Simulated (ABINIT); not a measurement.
# LiCl (Fm-3m) in ABINIT: further runs, part 2 of 2

ABINIT 10.8.3 (patched build). Earlier steps stand in the parts before.

## 3. Band structure, WC

run.abi

```
ndtset 2

pp_dirpath "./"
pseudos "Cl.GGA_PBE-JTH.xml, Li.GGA_PBE-JTH.xml"

acell 3*1.0
rprim
     0.0000000000     4.8467128727     4.8467128727
     4.8467128727     0.0000000000     4.8467128727
     4.8467128727     4.8467128727     0.0000000000
ntypat 2
znucl 17 3
natom 2
typat 1 2
xred
     0.5000000000     0.5000000000     0.5000000000
     0.0000000000     0.0000000000     0.0000000000

ecut 680.284656 eV
pawecutdg 47.0

ixc 23

occopt 3
tsmear 0.00183747

nstep 100

iomode 3
prtwf 0
prteig 0
prtebands 0
enunit 1
prtden1 1

kptopt1 1
ngkpt1 9 9 9
nshiftk1 1
shiftk1 0.0 0.0 0.0
nband1 9
tolvrs1 1.0e-9

iscf2 -2
getden2 1
nband2 15
nbdbuf2 4
tolwfr2 1.0e-11
kptopt2 -9
ndivsm2 8
prteig2 1
kptbounds2
     0.0000000000     0.0000000000     0.0000000000
     0.5000000000     0.0000000000     0.5000000000
     0.5000000000     0.2500000000     0.7500000000
     0.3750000000     0.3750000000     0.7500000000
     0.0000000000     0.0000000000     0.0000000000
     0.5000000000     0.5000000000     0.5000000000
     0.6250000000     0.2500000000     0.6250000000
     0.5000000000     0.2500000000     0.7500000000
     0.5000000000     0.5000000000     0.5000000000
     0.3750000000     0.3750000000     0.7500000000
```

Potentials or basis: JTH PAW PBE v2.0.

Started as:

```
$ abinit run.abi > log 2>&1
```

run.abo:

```text
.Version 10.8.3 of ABINIT
 DATASET    1 : space group Fm -3 m (#225); Bravais cF (face-center cubic)
================================================================================
 Values of the parameters that define the memory need for DATASET  1.
     intxc =       0    ionmov =       0      iscf =      17    lmnmax =       9
     lnmax =       5     mgfft =      32  mpssoang =       2    mqgrid =    3001
     natom =       2  nloc_mem =       2    nspden =       1   nspinor =       1
    nsppol =       1      nsym =      48    n1xccc =       1    ntypat =       2
    occopt =       3   xclevel =       2
       mpw =        1372          nfft =       32768          nkpt =          35
 PAW method is used; the additional fine FFT grid is defined by:
   mgfftf=        45    nfftf =     91125
================================================================================
================================================================================

 DATASET    2 : space group Fm -3 m (#225); Bravais cF (face-center cubic)
================================================================================
 Values of the parameters that define the memory need for DATASET  2.
     intxc =       0    ionmov =       0      iscf =      -2    lmnmax =       9
     lnmax =       5     mgfft =      32  mpssoang =       2    mqgrid =    3001
     natom =       2  nloc_mem =       2    nspden =       1   nspinor =       1
    nsppol =       1      nsym =      48    n1xccc =       1    ntypat =       2
    occopt =       3   xclevel =       2
       mpw =        1383          nfft =       32768          nkpt =         139
 PAW method is used; the additional fine FFT grid is defined by:
   mgfftf=        45    nfftf =     91125
================================================================================
================================================================================

--------------------------------------------------------------------------------
------------- Echo of variables that govern the present computation ------------
--------------------------------------------------------------------------------
 -outvars: echo values of preprocessed input variables --------
            acell      1.0000000000E+00  1.0000000000E+00  1.0000000000E+00 Bohr
              amu      3.54527000E+01  6.94100000E+00
             ecut      2.50000000E+01 Hartree
           enunit           1
           getden1          0
           getden2          1
             iscf1         17
             iscf2         -2
                       outvar_i_n : Printing only first  50 k-points.
              ixc          23
           jdtset        1    2
                       outvar_i_n : Printing only first  50 k-points.
           kptopt1          1
           kptopt2         -9
         kptrlatt        9    0    0      0    9    0      0    0    9
          kptrlen1     6.16885837E+01
          kptrlen2     3.00000000E+01
            natom           2
            nband1          9
            nband2         15
           nbdbuf1          0
           nbdbuf2          4
           ndtset           2
           ndivsm1          0
           ndivsm2          8
            ngfft          32      32      32
          ngfftdg          45      45      45
             nkpt1         35
[... 1097 lines left out ...]
 -1.5678E+00 -4.4692E-01 -7.4784E-02 -5.2250E-02 -1.3204E-02  3.0747E-01
  3.8066E-01  4.2555E-01  4.3687E-01  5.2847E-01  6.1822E-01  6.9142E-01
  7.6468E-01  7.9920E-01  8.2785E-01
 Non-SCF case, kpt  139 (  0.37500  0.37500  0.75000), residuals and eigenvalues=
  3.55E-12  8.08E-12  1.12E-12  2.45E-12  7.54E-12  6.16E-12  6.58E-13  3.37E-12
  2.10E-12  7.13E-12  7.90E-12  2.23E-09  2.76E-07  4.18E-06  9.83E-06
 -1.5678E+00 -4.4659E-01 -7.6763E-02 -5.0526E-02 -1.4653E-02  3.0697E-01
  3.7459E-01  4.3028E-01  4.4380E-01  5.2571E-01  6.2391E-01  6.9263E-01
  7.5318E-01  7.9887E-01  8.3388E-01

--- !ResultsGS
iteration_state: {dtset: 2, }
comment   : Summary of ground state results
lattice_vectors:
- [  0.0000000,   4.8467129,   4.8467129, ]
- [  4.8467129,   0.0000000,   4.8467129, ]
- [  4.8467129,   4.8467129,   0.0000000, ]
lattice_lengths: [   6.85429,    6.85429,    6.85429, ]
lattice_angles: [ 60.000,  60.000,  60.000, ] # degrees, (23, 13, 12)
lattice_volume:   2.2770464E+02
convergence: {deltae:  0.000E+00, res2:  0.000E+00, residm:  9.969E-12, diffor:  0.000E+00, }
etotal    :  -2.27326407E+01
entropy   :   0.00000000E+00
fermie    :   1.68171401E-01
cartesian_stress_tensor: null
pressure_GPa: null
xred      :
- [  5.0000E-01,   5.0000E-01,   5.0000E-01, Cl]
- [  0.0000E+00,   0.0000E+00,   0.0000E+00, Li]
cartesian_forces: null
force_length_stats: {min: null, max: null, mean: null, }
...

 Integrated electronic density in atomic spheres:
 ------------------------------------------------
 Atom  Sphere_radius  Integrated_density
    1        1.80365          4.33544117
    2        1.60265          2.03720977

================================================================================

 ----iterations are completed or convergence reached----

 Mean square residual over all n,k,spin=   45.470E-13; max=  99.692E-13
 reduced coordinates (array xred) for    2 atoms
       0.500000000000      0.500000000000      0.500000000000
       0.000000000000      0.000000000000      0.000000000000

 cartesian coordinates (angstrom) at end:
    1      2.56476999828308     2.56476999828308     2.56476999828308
    2      0.00000000000000     0.00000000000000     0.00000000000000
 length scales=  1.000000000000  1.000000000000  1.000000000000 bohr
              =  0.529177210544  0.529177210544  0.529177210544 angstroms
 Eigenvalues (   eV  ) for nkpt= 139  k points:
 kpt#   1, nband= 15, wtk=  1.00000, kpt=  0.0000  0.0000  0.0000 (reduced coord)
 -42.66484  -12.95302    0.44329    0.44329    0.44329    6.56144   12.12495   12.12495
  12.12495   14.75825   14.75825   14.94991   14.94991   14.94991   16.65433
 kpt#   2, nband= 15, wtk=  1.00000, kpt=  0.0217  0.0000  0.0217 (reduced coord)
 -42.66482  -12.94981    0.42693    0.43725    0.43725    6.58510   12.08439   12.12724
  12.12724   14.24722   14.76587   14.97875   14.97875   15.48556   16.71459
 kpt#   3, nband= 15, wtk=  1.00000, kpt=  0.0435  0.0000  0.0435 (reduced coord)
 -42.66485  -12.94021    0.37851    0.41927    0.41927    6.65532   11.96896   12.13468
  12.13468   13.67822   14.78867   15.06434   15.06434   16.12801   16.88908
 kpt#   4, nband= 15, wtk=  1.00000, kpt=  0.0652  0.0000  0.0652 (reduced coord)
 -42.66484  -12.92433    0.29998    0.38987    0.38987    6.77003   11.79409   12.14896
  12.14896   13.13546   14.82640   15.20402   15.20402   16.79263   17.16224
 kpt#   5, nband= 15, wtk=  1.00000, kpt=  0.0870  0.0000  0.0870 (reduced coord)
 -42.66467  -12.90231    0.19421    0.34987    0.34987    6.92608   11.57791   12.17240
  12.17240   12.62257   14.87905   15.39389   15.39389   17.47452   17.51578
 kpt#   6, nband= 15, wtk=  1.00000, kpt=  0.1087  0.0000  0.1087 (reduced coord)
 -42.66447  -12.87438    0.06466    0.30031    0.30031    7.11950   11.33649   12.14139
[... 386 lines left out ...]
 -42.66113  -12.21310   -2.04974   -1.23149   -0.21098    8.37672   10.27176   11.24419
  11.59212   14.95426   16.59377   18.41698   21.28460   21.48060   22.08308
 kpt# 136, nband= 15, wtk=  1.00000, kpt=  0.4018  0.4018  0.6964 (reduced coord)
 -42.66111  -12.19268   -2.01148   -1.35219   -0.26433    8.38786   10.42679   11.46580
  11.46727   14.71823   16.63133   18.58147   21.31146   21.76749   21.95242
 kpt# 137, nband= 15, wtk=  1.00000, kpt=  0.3929  0.3929  0.7143 (reduced coord)
 -42.66104  -12.17510   -2.00424   -1.41868   -0.31416    8.38077   10.45838   11.46797
  11.68357   14.52242   16.70708   18.72101   21.08364   21.82422   22.20543
 kpt# 138, nband= 15, wtk=  1.00000, kpt=  0.3839  0.3839  0.7321 (reduced coord)
 -42.66098  -12.16133   -2.03498   -1.42179   -0.35929    8.36667   10.35833   11.57977
  11.88793   14.38047   16.82276   18.81456   20.80803   21.74738   22.52681
 kpt# 139, nband= 15, wtk=  1.00000, kpt=  0.3750  0.3750  0.7500 (reduced coord)
 -42.66092  -12.15228   -2.08882   -1.37489   -0.39872    8.35315   10.19320   11.70840
  12.07641   14.30541   16.97738   18.84748   20.49514   21.73824   22.69103

== END DATASET(S) ==============================================================
================================================================================

 -outvars: echo values of variables after computation  --------
            acell      1.0000000000E+00  1.0000000000E+00  1.0000000000E+00 Bohr
           etotal1    -2.2732640669E+01
            fcart1    -0.0000000000E+00 -0.0000000000E+00 -0.0000000000E+00
                      -0.0000000000E+00 -0.0000000000E+00 -0.0000000000E+00
            rprim      0.0000000000E+00  4.8467128727E+00  4.8467128727E+00
                       4.8467128727E+00  0.0000000000E+00  4.8467128727E+00
                       4.8467128727E+00  4.8467128727E+00  0.0000000000E+00
           strten1     3.9362640974E-05  3.9362640974E-05  3.9362640974E-05
                       0.0000000000E+00  0.0000000000E+00  0.0000000000E+00
           xangst      2.5647699983E+00  2.5647699983E+00  2.5647699983E+00
                       0.0000000000E+00  0.0000000000E+00  0.0000000000E+00
             xred      5.0000000000E-01  5.0000000000E-01  5.0000000000E-01
                       0.0000000000E+00  0.0000000000E+00  0.0000000000E+00
 Calculation completed.
```

It took 27 s on 1 thread of AMD EPYC 9R45 (Zen 5), shared host; peak memory 0.14 GiB.

Results:

| Quantity | Value |
| --- | --- |
| Free energy | -618.5867 eV |
| Pressure | -1.2 GPa |
| Band gap on the k mesh | 6.12 eV, direct |
| Band gap along the path | 6.12 eV, direct |
| Valence electrons inside the program's atomic spheres | Cl 4.34; Li 2.04 |

Levels at the corners of the path, in eV from the valence-band top:
```
point  band 1  band 2  band 3  band 4  band 5  band 6  band 7  band 8  band 9  band 10
    Γ  -43.11  -13.40    0.00    0.00    0.00    6.12   11.68   11.68   11.68    14.31
    X  -43.11  -12.57   -2.96   -1.12   -1.12    7.72    8.05   12.28   14.04    14.04
    W  -43.11  -12.58   -2.17   -2.17   -1.08    9.40   10.02   10.23   10.23    15.80
    K  -43.11  -12.60   -2.54   -1.82   -0.85    7.91    9.75   11.26   11.63    13.86
    Γ  -43.11  -13.40    0.00    0.00    0.00    6.12   11.68   11.68   11.68    14.31
    L  -43.11  -12.82   -2.87   -0.26   -0.26    6.55    9.36    9.36   12.81    16.67
    U  -43.11  -12.60   -2.54   -1.82   -0.85    7.91    9.75   11.26   11.63    13.86
    W  -43.11  -12.58   -2.17   -2.17   -1.08    9.40   10.02   10.23   10.23    15.80
    L  -43.11  -12.82   -2.87   -0.26   -0.26    6.55    9.36    9.36   12.81    16.67
    K  -43.11  -12.60   -2.54   -1.82   -0.85    7.91    9.75   11.26   11.63    13.86
```

Caveat: the PAW data sets were made with another functional, which shifts forces and pressure a little.
